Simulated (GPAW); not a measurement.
# Near-edge structure at the O K edge of ZnO (zincite, P6_3mc), part 2 of 2

Aim: the dependence of the O K near-edge features of ZnO (zincite, P6_3mc) on volume.

GPAW 26.7.0; X-ray absorption from dipole matrix elements to empty bands, plane-wave PAW revPBE.

So far. Step 8 (Spectrum with FCH, O atom 3): The scaled spectrum changes by 5 % r.m.s. The highest intensity below 16 eV goes from 7.0 eV (3.09) to 7.1 eV (3.05). Step 10 (Spectrum with FCH, O atom 3): Against the first run the r.m.s. difference is 5 %. The highest intensity below 16 eV goes from 7.0 eV (3.09) to 6.9 eV (3.11).

## 12. Spectrum with FCH, O atom 3

Changed against the first core-hole run: volume scale from 1 to 1.06.

Contents of xas.py:

```python
import numpy as np
from ase import Atoms
from ase.parallel import parprint, paropen
from gpaw import GPAW, PW, FermiDirac, Mixer, MixerDif, setup_paths
from gpaw.test import gen
setup_paths.insert(0, '.')
gen('O', name='fch1s', xcname='revPBE', corehole=(1, 0, 1), write_xml=True)
from gpaw.mpi import world
world.barrier()

atoms = Atoms('Zn6O6',
    cell=[[0, -5.73834685, 0],
     [4.96955415, -2.86917343, 0],
     [-1.65651805, 2.86917343, 5.30780765]],
    scaled_positions=[[0.66666667, 0.33333333, 0],
     [0, 0.66666667, 0],
     [0.33333333, 0, 0],
     [0.83333333, 0.16666667, 0.5],
     [0.16666667, 0.5, 0.5],
     [0.5, 0.83333333, 0.5],
     [0.95967, 0.29300333, 0.87901],
     [0.29300333, 0.62633667, 0.87901],
     [0.62633667, 0.95967, 0.87901],
     [0.79300333, 0.45967, 0.37901],
     [0.12633667, 0.79300333, 0.37901],
     [0.45967, 0.12633667, 0.37901]],
    pbc=True)
atoms.calc = calc = GPAW(legacy_gpaw=True, mode=PW(500, force_complex_dtype=True), xc='revPBE', setups={6: 'fch1s'},
    kpts={'size': (4, 4, 4), 'gamma': True}, occupations=FermiDirac(0.02),
    charge=0, mixer=Mixer(0.1, 5, 50), maxiter=150,
    convergence={'density': 0.0001, 'eigenstates': 1e-6}, txt='scf.txt')
energy = atoms.get_potential_energy() + calc.get_reference_energy()
ef = calc.get_fermi_level()
out = dict(energy=energy, fermi=ef, forces=atoms.get_forces().tolist())
parprint(f'all-electron energy {energy:.4f} eV, Fermi level {ef:.4f} eV')
ev = np.array([[calc.get_eigenvalues(k, s) for k in range(len(calc.get_ibz_k_points()))] for s in range(calc.get_number_of_spins())])
out['homo'], out['lumo'], out['counts'] = ev[ev < ef].max(), ev[ev > ef].min(), sorted(set((ev < ef).sum((0, 2)).tolist()))
out['filled'] = (ev[:, 0] < ef).sum(1).tolist()

from ase.units import Ha
from gpaw.xas import dipole_matrix_elements
nb = int(calc.get_number_of_electrons() / 2) + 93
top, nb = nb, nb + 8 + nb // 12
nscf = calc.fixed_density(kpts={'size': (5, 5, 5), 'gamma': True}, nbands=nb,
    convergence={'bands': top, 'eigenstates': 5e-3}, maxiter=60, txt='nscf.txt')
cell = atoms.cell.array
ops = [cell.T @ U.T @ np.linalg.inv(cell.T) for U in nscf.wfs.kd.symmetry.op_scc]
filled = [54]  # bands filled in the ground state, by spin
E = np.arange(-6, 34, 0.1)
fwhm = np.interp(E, [4, 25], [0.9, 3.5])
Y, X, zero, highest = 0, 0, 1e9, 1e9
for spin in range(nscf.get_number_of_spins()):
    wfs = nscf.wfs
    mine = wfs.bd.get_slice()  # this rank's bands
    A = dipole_matrix_elements(wfs.setups[6])
    eps = np.zeros((wfs.kd.nibzkpts, nb))
    d = np.zeros((3, A.shape[1], wfs.kd.nibzkpts, nb), complex)
    for kpt in wfs.kpt_u:
        if kpt.s == spin and 6 in kpt.P_ani:
            eps[kpt.k, mine] = kpt.eps_n * Ha
            d[:, :, kpt.k, mine] = (kpt.weight * wfs.nspins / 2) ** 0.5 * np.inner(A, kpt.P_ani[6])
    world.sum(eps)
    world.sum(d)
    T = np.einsum('amkn,bmkn->abkn', d, d.conj()).real
    T = sum(np.einsum('ai,ijkn,bj->abkn', R, T, R) for R in ops) / len(ops)
    empty = np.ones_like(eps, bool) & (np.arange(nb) >= filled[spin])
    zero, highest = min(zero, eps[empty].min()), min(highest, eps[:, top - 1].min())
    lines = [(eps, T, empty)] if spin == 0 else lines + [(eps, T, empty)]
for eps, T, empty in lines:
    f = np.einsum('aakn->akn', T).reshape(3, -1)
    x = eps.ravel() - zero
    w = np.interp(x, E, fwhm) / 2.35482
    g = np.exp(-0.5 * ((E[:, None] - x) / w) ** 2) / (w * (2 * np.pi) ** 0.5)
    Y = Y + (f * empty.ravel()) @ g.T
    X = X + (f * ~empty.ravel()) @ g.T
out.update(E=E.round(2).tolist(), xas=Y.tolist(), xes=X.tolist(), zero=zero, valid=highest - zero, nk=len(eps), nb=nb)
for i in range(0, len(E), 10):
    parprint(f'{E[i]:7.2f}', *(f'{v:10.3e}' for v in Y[:, i]))
import json
with paropen('out.json', 'w') as f:
    json.dump(out, f)
```

Started as:

```sh
$ OMP_NUM_THREADS=1 mpirun -n 4 gpaw python xas.py
```

Elapsed: 2.5 min, on 4 MPI ranks of AMD EPYC 9R14 (Zen 4), shared host; peak memory 0.61 GiB.

```
E (eV)  first run  this run
  -2.0       0.00      0.00
  -1.0       0.00      0.00
   0.0       0.00      0.00
   1.0       0.08      0.08
   2.0       0.28      0.29
   3.0       0.60      0.66
   4.0       1.43      1.57
   5.0       2.05      2.13
   6.0       2.28      2.41
   7.0       3.09      3.03
   8.0       1.92      1.51
   9.0       0.89      0.89
  10.0       1.05      1.06
  11.0       0.92      0.93
  12.0       0.98      1.06
  13.0       0.98      0.94
  14.0       0.73      0.63
  15.0       0.52      0.47
  16.0       0.44      0.42
  17.0       0.42      0.43
  18.0       0.45      0.50
  19.0       0.55      0.64
  20.0       0.70      0.80
  21.0       0.85      0.94
  22.0       0.98      1.04
  23.0       1.07      1.15
  24.0       1.18      1.30
  25.0       1.33      1.43
  26.0       1.43      1.44
  27.0       1.41      1.30
  28.0       1.26      1.09
  29.0       1.05      0.90
  30.0       0.87      0.76
  31.0       0.74      0.67
  32.0       0.66      0.63
```

Against the first run the r.m.s. difference is 9 %. The highest intensity below 16 eV goes from 7.0 eV (3.09) to 6.8 eV (3.10).

The photon energy of the zero moves by -0.26 eV.

## 13. The volumes side by side

```
volume  nearest distance (Å)  shift of the zero (eV)  maximum 1 (eV above own zero)  maximum 2 (eV above own zero)  maximum 3 (eV above own zero)
  0.94                 1.933                   +0.29                            7.2                           10.3                           12.9
  0.97                 1.953                   +0.14                            7.1                           10.2                           12.7
     1                 1.973                   +0.00                            7.0                           10.1                           12.5
  1.03                 1.993                   -0.13                            6.9                           10.0                           12.4
  1.06                 2.012                   -0.26                            6.8                            9.9                           12.2
```

The curves, each shifted by its zero's change so that they share one photon-energy axis, counted from the zero at V × 1:

```
E (eV)  V × 0.94  V × 0.97  V × 1  V × 1.03  V × 1.06
  -2.0      0.00      0.00   0.00      0.00      0.00
  -1.0      0.00      0.00   0.00      0.00      0.00
   0.0      0.00      0.00   0.00      0.01      0.01
   1.0      0.05      0.06   0.08      0.09      0.11
   2.0      0.19      0.24   0.28      0.30      0.33
   3.0      0.40      0.50   0.60      0.71      0.81
   4.0      0.99      1.20   1.43      1.64      1.80
   5.0      1.80      1.93   2.05      2.11      2.09
   6.0      2.09      2.15   2.28      2.50      2.73
   7.0      2.74      2.97   3.09      3.01      2.74
   8.0      2.72      2.37   1.92      1.49      1.18
   9.0      1.31      1.02   0.89      0.90      0.95
  10.0      0.95      1.01   1.05      1.05      1.02
  11.0      1.00      0.95   0.92      0.92      0.95
  12.0      0.90      0.93   0.98      1.03      1.07
  13.0      0.97      0.99   0.98      0.94      0.86
  14.0      0.88      0.81   0.73      0.64      0.57
  15.0      0.64      0.57   0.52      0.48      0.45
  16.0      0.49      0.46   0.44      0.42      0.42
  17.0      0.43      0.42   0.42      0.43      0.44
  18.0      0.41      0.42   0.45      0.49      0.53
  19.0      0.45      0.50   0.55      0.62      0.68
  20.0      0.56      0.63   0.70      0.77      0.84
  21.0      0.70      0.78   0.85      0.92      0.97
  22.0      0.85      0.92   0.98      1.03      1.06
  23.0      0.98      1.03   1.07      1.12      1.18
  24.0      1.07      1.12   1.18      1.26      1.34
  25.0      1.17      1.25   1.33      1.40      1.44
  26.0      1.31      1.38   1.43      1.44      1.41
  27.0      1.40      1.43   1.41      1.34      1.25
  28.0      1.40      1.35   1.26      1.15      1.04
  29.0      1.27      1.16   1.05      0.94      0.85
  30.0      1.07      0.96   0.87      0.79      0.73
  31.0      0.89      0.81   0.74      0.69      0.65
  32.0      0.76      0.70   0.66      0.63      0.63
```

## 14. Results

```
absorber and edge                               : O K, atom 3 of the ground-state input (counted from 1)
surroundings                                    : 4 Zn at 1.97 Å (tetrahedral, site symmetry 3m)
highest intensity below 16 eV                   : 7.0 eV above the zero, height 3.09
photon energy of the zero, with the added terms : 528.9 eV (raw 537.8 eV; uncertain by a few eV)
```

From V × 0.94 to V × 1.06 the nearest distance grows by 0.079 Å and the zero moves by -0.55 eV. Above their own zero, the maxima move from 7.2 to 6.8 eV, from 10.3 to 9.9 eV and from 12.9 to 12.2 eV. The one highest in energy moves most, in the direction that the rule ΔE·R² ≈ constant for scattering resonances gives. The O K edge of atom 3, with 4 Zn at 1.97 Å (tetrahedral, site symmetry 3m), has its highest intensity of the first 16 eV at 7.0 eV above the zero, near 536 eV in photon energy (uncertain by a few eV), 3.1 times the mean level of the first 20 eV (Gaussian full width 0.9 eV up to 4 eV, rising linearly to 3.5 eV at 25 eV). At the O K edge of atom 3 polarisation matters most near 9.8 eV, where the curves differ by 1.0 on this scale. The holes are only 5.6 Å apart, so the shape is probably not converged with cell size; no larger cell was run here. The mesh is coarse (0.27 Å⁻¹ between points), so small maxima may be mesh ripples. The structure is a published determination, not relaxed.

[Logs are printed without paths, hosts, clocks, repeated set-up lines and the standing remarks that a program may print on its own settings, such as how far it seeks lower states.]

[Hosts, paths, dates, database ids (printed as entryN), source tags and the programs' standing remarks are cut or masked in the printed files.]

[Lists of maxima count a maximum above −3 eV only where it reaches 4 % of the highest in the window and stands out from its surroundings by 2 % of it (1.5 % where it reaches 55 %); shoulders and weaker maxima are passed over, and of the rest the first, up to two pre-edge ones and the few strongest are named.]
